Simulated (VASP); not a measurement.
# AlP (F-43m) in VASP: a series of runs

Runs on AlP. Level: PBEsol. Tasks: relaxation of cell and atoms.

Everything below comes from runs of VASP 6.6.1. Logs are shortened: lines on timing, memory, paths and dates and some standing lists are left out, and cuts for length are marked.

### 1 The structure

The structure is cubic, space group F-43m (No. 216). The conventional cell has a = 5.451 Å, b = 5.451 Å, c = 5.451 Å, α = 90.00°, β = 90.00°, γ = 90.00°. Al (site symmetry -43m) has 4 P at 2.36 Å as nearest neighbours. P (site symmetry -43m) is surrounded by 4 Al at 2.36 Å.

### 2 Relaxation of cell and atoms, PBEsol

The input, INCAR:

```
SYSTEM = AlP
PREC = Accurate ; ENCUT = 600
EDIFF = 1E-6 ; ISMEAR = 0
SIGMA = 0.03 ; LREAL = .FALSE.
LASPH = .TRUE. ; NELM = 80
ALGO = Normal ; ISIF = 3
LWAVE = .FALSE. ; LCHARG = .FALSE.
GGA = PS ; IBRION = 2
NSW = 90 ; EDIFFG = -0.01
KPAR = 2
```

The input, KPOINTS:

```
regular mesh
0
G
  8 8 8
  0 0 0
```

The input, POSCAR:

```
AlP
1.0
    0.0000000000      2.7255000000      2.7255000000
    2.7255000000      0.0000000000      2.7255000000
    2.7255000000      2.7255000000      0.0000000000
Al P
1 1
Direct
    0.0000000000      0.0000000000      0.0000000000
    0.2500000000      0.2500000000      0.2500000000
```

Potentials or basis: VASP PAW PBE potentials, release 64 (Al, P).

On the command line:

```bash
cat potpaw_PBE.64/Al/POTCAR potpaw_PBE.64/P/POTCAR > POTCAR
mpirun -np 2 vasp_std > vasp.out
```

OUTCAR:

```text
SYSTEM = AlP
   PREC = Accurate
   ENCUT = 600
   EDIFF = 1E-6
   ISMEAR = 0
   LREAL = .FALSE.
   LASPH = .TRUE.
   NELM = 80
   ISIF = 3
   GGA = PS
   IBRION = 2
   NSW = 90
   EDIFFG = -0.01

 ion  position               nearest neighbor table
   1  0.000  0.000  0.000-   2 2.36   2 2.36   2 2.36   2 2.36
   2  0.250  0.250  0.250-   1 2.36   1 2.36   1 2.36   1 2.36

  LATTYP: Found a face centered cubic cell.
 ALAT       =     5.4510000000

  Lattice vectors:

 A1 = (   0.0000000000,   2.7255000000,   2.7255000000)
 A2 = (   2.7255000000,   0.0000000000,   2.7255000000)
 A3 = (   2.7255000000,   2.7255000000,   0.0000000000)

Analysis of symmetry for initial positions (statically):
=====================================================================
 Subroutine PRICEL returns:
 Original cell was already a primitive cell.

 Routine SETGRP: Setting up the symmetry group for a
 face centered cubic supercell.

 Subroutine GETGRP returns: Found 24 space group operations
 (whereof 24 operations were pure point group operations)
 out of a pool of 48 trial point group operations.

The static configuration has the point symmetry T_d .

Analysis of symmetry for dynamics (positions and initial velocities):
=====================================================================
 Subroutine PRICEL returns:
 Original cell was already a primitive cell.

 Routine SETGRP: Setting up the symmetry group for a
 face centered cubic supercell.

 Subroutine GETGRP returns: Found 24 space group operations
 (whereof 24 operations were pure point group operations)
 out of a pool of 48 trial point group operations.

The dynamic configuration has the point symmetry T_d .

 Subroutine INISYM returns: Found 24 space group operations
 (whereof 24 operations are pure point group operations),
 and found     1 'primitive' translations

----------------------------------------------------------------------------------------

                                     Primitive cell

  volume of cell :      40.4919

  direct lattice vectors                    reciprocal lattice vectors
     0.000000000  2.725500000  2.725500000    -0.183452578  0.183452578  0.183452578
     2.725500000  0.000000000  2.725500000     0.183452578 -0.183452578  0.183452578
     2.725500000  2.725500000  0.000000000     0.183452578  0.183452578 -0.183452578

  length of vectors
     3.854439064  3.854439064  3.854439064     0.317749185  0.317749185  0.317749185

  position of ions in fractional coordinates (direct lattice)
[... 92 lines left out ...]
   EMIN   =  10.00;   EMAX   =-10.00  energy-range for DOS
   EFERMI =   0.00;   METHOD = LEGACY
   ISMEAR =     0;   SIGMA  =   0.03  broadening in eV -4-tet -1-fermi 0-gaus
   EFERMI_NEDOS =   21; number of points for ismear=-14 and -15
   IALGO  =     38    algorithm
   IMIX   =      4    mixing-type and parameters
     AMIX     =   0.40;   BMIX     =  1.00
     AMIX_MAG =   1.60;   BMIX_MAG =  1.00
  volume/ion in A,a.u.               =      20.25       136.63
  Fermi-wavevector in a.u.,A,eV,Ry     =   0.953488  1.801831 12.369596  0.909140
  Thomas-Fermi vector in A             =   2.082148
   LORBIT       =      0    0 simple, 1 ext, 2 COOP (PROOUT), +10 PAW based schemes
   GGA     = PS    functional components
   LHFCALC =     F    Hartree Fock is set to
   AEXX    =    0.0000 exact exchange contribution
   IVDW    =     0    specifies the selected vdW correction
   LEPSILON=     F    determine dielectric tensor
   LRPA    =     F    only Hartree local field effects (RPA)
 conjugate gradient relaxation of ions
 non-spin polarized calculation
 Gauss-broadening in eV      SIGMA  =   0.03
  energy-cutoff  :      600.00
  volume of cell :       40.49
 maximum number of plane-waves:      1365
   NGX = 15   NGY = 15   NGZ = 15

--------------------------------------- Ionic step        1  -------------------------------------------

 number of electron       8.0000000 magnetization

 Free energy of the ion-electron system (eV)
  ---------------------------------------------------
  ext. energy  EPLUGINS =         0.00000000
  ---------------------------------------------------
  free energy    TOTEN  =       -10.99407486 eV

  energy without entropy =      -10.99407486  energy(sigma->0) =      -10.99407486

------------------------ aborting loop because EDIFF is reached ----------------------------------------

  FORCE on cell =-STRESS in cart. coord.  units (eV):
  Direction    XX          YY          ZZ          XY          YZ          ZX
  --------------------------------------------------------------------------------------
  -------------------------------------------------------------------------------------
  Total        0.2526083      0.2526083      0.2526083     -0.0000000     -0.0000000      0.0000000
  in kB        9.9951584      9.9951584      9.9951584     -0.0000000     -0.0000000      0.0000000
  external PRESSURE =       9.9951584 kB  Pullay stress =       0.0000000 kB
[... 59 lines left out ...]
--------------------------------------- Ionic step        3  -------------------------------------------

 number of electron       8.0000000 magnetization

 Free energy of the ion-electron system (eV)
  ---------------------------------------------------
  ext. energy  EPLUGINS =         0.00000000
  ---------------------------------------------------
  free energy    TOTEN  =       -10.99548267 eV

  energy without entropy =      -10.99548267  energy(sigma->0) =      -10.99548267

 E-fermi :   4.6236     XC(G=0):  -9.3409

 val. band max:        4.4778618743   @ k =   0.0000   0.0000   0.0000
 cond. band min:       5.9286929277   @ k =   0.5000   0.5000   0.0000
 fundamental gap:      1.4508310533
 Fermi energy:         4.6235539428

 k-point     1 :       0.0000    0.0000    0.0000
  band No.  band energies     occupation
      1      -7.0136      2.00000
      2       4.4779      2.00000
      3       4.4779      2.00000
      4       4.4779      2.00000
      5       7.6288      0.00000
      6       8.9814      0.00000
      7       8.9814      0.00000
      8       8.9814      0.00000
[... 243 lines left out ...]
 k-point    24 :      -0.3750    0.2500    0.1250
  band No.  band energies     occupation
      1      -5.0175      2.00000
      2      -0.7104      2.00000
      3       1.8622      2.00000
      4       2.9833      2.00000
      5       8.3362      0.00000
      6       8.9121      0.00000
      7      11.2957      0.00000
      8      12.0871      0.00000

 [... further k-points ...]
[... 5 lines left out ...]
  --------------------------------------------------------------------------------------
  -------------------------------------------------------------------------------------
  Total        0.0010686      0.0010686      0.0010686      0.0000000      0.0000000      0.0000000
  in kB        0.0418110      0.0418110      0.0418110      0.0000000      0.0000000      0.0000000
  external PRESSURE =       0.0418110 kB  Pullay stress =       0.0000000 kB
[... 17 lines left out ...]
  FREE ENERGIE OF THE ION-ELECTRON SYSTEM (eV)
  ---------------------------------------------------
  free  energy   TOTEN  =       -10.9954826746 eV

  energy  without entropy=      -10.9954826746  energy(sigma->0) =      -10.99548267

 reached required accuracy - stopping structural energy minimisation
```

CONTCAR:

```text
AlP
   1.00000000000000
    -0.0000000000000000    2.7357031040442670    2.7357031040442670
     2.7357031040442670   -0.0000000000000000    2.7357031040442670
     2.7357031040442670    2.7357031040442670    0.0000000000000000
  Al              P
     1     1
Direct
     0.0000000000000000    0.0000000000000000    0.0000000000000000
     0.2500000000000000    0.2500000000000000    0.2500000000000000

  0.00000000E+00  0.00000000E+00  0.00000000E+00
  0.00000000E+00  0.00000000E+00  0.00000000E+00
```

It took 10 s on 2 MPI ranks of Intel Xeon Platinum 8488C (Sapphire Rapids), shared host; peak memory 0.17 GiB.

What came out:

```yaml
Free_energy: -10.9955 eV
Relaxed_volume: 20.47 Å³/atom
Relaxed_cell: a = 3.869 Å, b = 3.869 Å, c = 3.869 Å, α = 60.00°, β = 60.00°, γ = 60.00°
Space_group_after_relaxing_to_0.05_Å: F-43m (No. 216)
Energy_gained_by_relaxing: 0.7 meV/atom
Ionic_steps: 3
Pressure_after_relaxing: 0.0 GPa
Band_gap_on_the_k_mesh: 1.45 eV, indirect (least direct gap 3.15 eV)
```

Step by step:
```
step  energy change (eV)  largest force (eV/Å)  pressure (GPa)  volume (Å³)
   1              0.0000                0.0000            1.00        40.49
   2             -0.0009                0.0000           -0.60        41.24
   3             -0.0014                0.0000            0.00        40.95
```

Final structure:
```cif
data_structure
_symmetry_space_group_name_H-M 'P 1'
_symmetry_Int_Tables_number 1
_cell_length_a 3.8689
_cell_length_b 3.8689
_cell_length_c 3.8689
_cell_angle_alpha 60.000
_cell_angle_beta 60.000
_cell_angle_gamma 60.000
_cell_volume 40.95
loop_
_atom_site_label
_atom_site_type_symbol
_atom_site_fract_x
_atom_site_fract_y
_atom_site_fract_z
_atom_site_occupancy
Al1 Al 0.00000 0.00000 0.00000 1
P1 P 0.25000 0.25000 0.25000 1
```

Caveat: the PAW data sets were made with another functional, which shifts forces and pressure a little. A k mesh can miss the band edges.

### 3 Relaxation of cell and atoms, PBEsol

This run uses another cell than the first one, of 20.47 Å³/atom, 1.011 times its volume.

The input, INCAR:

```
SYSTEM = AlP
PREC = Accurate ; ENCUT = 600
EDIFF = 1E-7 ; ISMEAR = 0
SIGMA = 0.03 ; LREAL = .FALSE.
LASPH = .TRUE. ; NELM = 80
ALGO = Normal ; ISIF = 3
LWAVE = .FALSE. ; LCHARG = .FALSE.
GGA = PS ; IBRION = 2
NSW = 90 ; EDIFFG = -0.005
KPAR = 2
```

KPOINTS is that of step 2.

The input, POSCAR:

```
AlP                                     
1.0
   -0.0000000000      2.7357031040      2.7357031040
    2.7357031040     -0.0000000000      2.7357031040
    2.7357031040      2.7357031040      0.0000000000
  Al              P             
     1     1
Direct
     0.0000000000000000    0.0000000000000000    0.0000000000000000
     0.2500000000000000    0.2500000000000000    0.2500000000000000
```

Potentials or basis: VASP PAW PBE potentials, release 64 (Al, P).

On the command line:

```bash
cat potpaw_PBE.64/Al/POTCAR potpaw_PBE.64/P/POTCAR > POTCAR
mpirun -np 2 vasp_std > vasp.out
```

OUTCAR:

```text
SYSTEM = AlP
   PREC = Accurate
   ENCUT = 600
   EDIFF = 1E-7
   ISMEAR = 0
   LREAL = .FALSE.
   LASPH = .TRUE.
   NELM = 80
   ISIF = 3
   GGA = PS
   IBRION = 2
   NSW = 90
   EDIFFG = -0.005

 ion  position               nearest neighbor table
   1  0.000  0.000  0.000-   2 2.37   2 2.37   2 2.37   2 2.37
   2  0.250  0.250  0.250-   1 2.37   1 2.37   1 2.37   1 2.37

  LATTYP: Found a face centered cubic cell.
 ALAT       =     5.4714062080

  Lattice vectors:
[... 445 lines left out ...]
      3       1.8622      2.00000
      4       2.9833      2.00000
      5       8.3362      0.00000
      6       8.9121      0.00000
      7      11.2957      0.00000
      8      12.0871      0.00000

 [... further k-points ...]
[... 5 lines left out ...]
  --------------------------------------------------------------------------------------
  -------------------------------------------------------------------------------------
  Total        0.0005972      0.0005972      0.0005972      0.0000000     -0.0000000      0.0000000
  in kB        0.0233680      0.0233680      0.0233680      0.0000000     -0.0000000      0.0000000
  external PRESSURE =       0.0233680 kB  Pullay stress =       0.0000000 kB

 VOLUME and BASIS-vectors are now :
 -----------------------------------------------------------------------------
  energy-cutoff  :      600.00
  volume of cell :       40.95
      direct lattice vectors                 reciprocal lattice vectors
     0.000000000  2.735703104  2.735703104    -0.182768371  0.182768371  0.182768371
     2.735703104  0.000000000  2.735703104     0.182768371 -0.182768371  0.182768371
     2.735703104  2.735703104  0.000000000     0.182768371  0.182768371 -0.182768371

 POSITION                                       TOTAL-FORCE (eV/Angst)
 -----------------------------------------------------------------------------------
      0.00000      0.00000      0.00000        -0.000000     -0.000000      0.000000
      1.36785      1.36785      1.36785         0.000000      0.000000     -0.000000
 -----------------------------------------------------------------------------------
    total drift:                               -0.000000     -0.000000     -0.000000

  FREE ENERGIE OF THE ION-ELECTRON SYSTEM (eV)
  ---------------------------------------------------
  free  energy   TOTEN  =       -10.9955076738 eV

  energy  without entropy=      -10.9955076738  energy(sigma->0) =      -10.99550767

 reached required accuracy - stopping structural energy minimisation
```

OSZICAR:

```text
N       E                     dE             d eps       ncg     rms          rms(c)
DAV:   1     0.142465689250E+02    0.14247E+02   -0.32852E+03   464   0.847E+02
DAV:   2    -0.107374700806E+02   -0.24984E+02   -0.24132E+02   672   0.952E+01
DAV:   3    -0.113594260776E+02   -0.62196E+00   -0.62196E+00   624   0.198E+01
DAV:   4    -0.113613720047E+02   -0.19459E-02   -0.19459E-02   744   0.124E+00
DAV:   5    -0.113613763263E+02   -0.43216E-05   -0.43216E-05   640   0.530E-02    0.435E+00
DAV:   6    -0.110518465784E+02    0.30953E+00   -0.69233E-01   496   0.384E+00    0.270E+00
DAV:   7    -0.109981142035E+02    0.53732E-01   -0.22150E-01   624   0.232E+00    0.129E+00
DAV:   8    -0.109954892145E+02    0.26250E-02   -0.13243E-02   528   0.727E-01    0.176E-01
DAV:   9    -0.109954474094E+02    0.41805E-04   -0.52533E-04   656   0.168E-01    0.757E-02
DAV:  10    -0.109955048968E+02   -0.57487E-04   -0.76175E-05   536   0.628E-02    0.934E-03
DAV:  11    -0.109955072966E+02   -0.23998E-05   -0.47998E-06   696   0.155E-02    0.691E-03
DAV:  12    -0.109955076916E+02   -0.39498E-06   -0.72178E-07   544   0.590E-03    0.233E-03
DAV:  13    -0.109955076738E+02    0.17855E-07   -0.12445E-08   304   0.875E-04
   1 F= -.10995508E+02 E0= -.10995508E+02  d E =-.109955E+02
```

CONTCAR:

```text
AlP
   1.00000000000000
     0.0000000000000000    2.7357031040000002    2.7357031040000002
     2.7357031040000002    0.0000000000000000    2.7357031040000002
     2.7357031040000002    2.7357031040000002    0.0000000000000000
  Al              P
     1     1
Direct
     0.0000000000000000    0.0000000000000000    0.0000000000000000
     0.2500000000000000    0.2500000000000000    0.2500000000000000

  0.00000000E+00  0.00000000E+00  0.00000000E+00
  0.00000000E+00  0.00000000E+00  0.00000000E+00
```

Wall time 6.1 s (2 MPI ranks of Intel Xeon Platinum 8488C (Sapphire Rapids), shared host); peak memory 0.16 GiB.

What came out:

```
Free energy             : -10.9955 eV
Pressure after relaxing : 0.0 GPa
Band gap on the k mesh  : 1.45 eV, indirect (least direct gap 3.15 eV)
```

Final structure:
```
CELL_PARAMETERS angstrom
0.00000 2.73570 2.73570
2.73570 0.00000 2.73570
2.73570 2.73570 0.00000
ATOMIC_POSITIONS crystal
Al 0.00000 0.00000 0.00000
P 0.25000 0.25000 0.25000
```

Levels at points of the mesh, in eV from the valence-band top:
```tsv
k point	band 1	band 2	band 3	band 4	band 5	band 6	band 7	band 8
(0.00, 0.00, 0.00)	-11.49	0.00	0.00	0.00	3.15	4.50	4.50	4.50
(0.50, 0.00, 0.00)	-9.81	-5.55	-0.76	-0.76	2.71	4.75	4.75	8.06
(0.50, 0.50, 0.00)	-9.15	-5.32	-2.11	-2.11	1.45	2.37	10.94	10.94
```

Caveat: the relaxation stopped at its first step, so nothing moved; the PAW data sets were made with another functional, which shifts forces and pressure a little. A k mesh can miss the band edges.

(Part 1 of 2 ends here.)
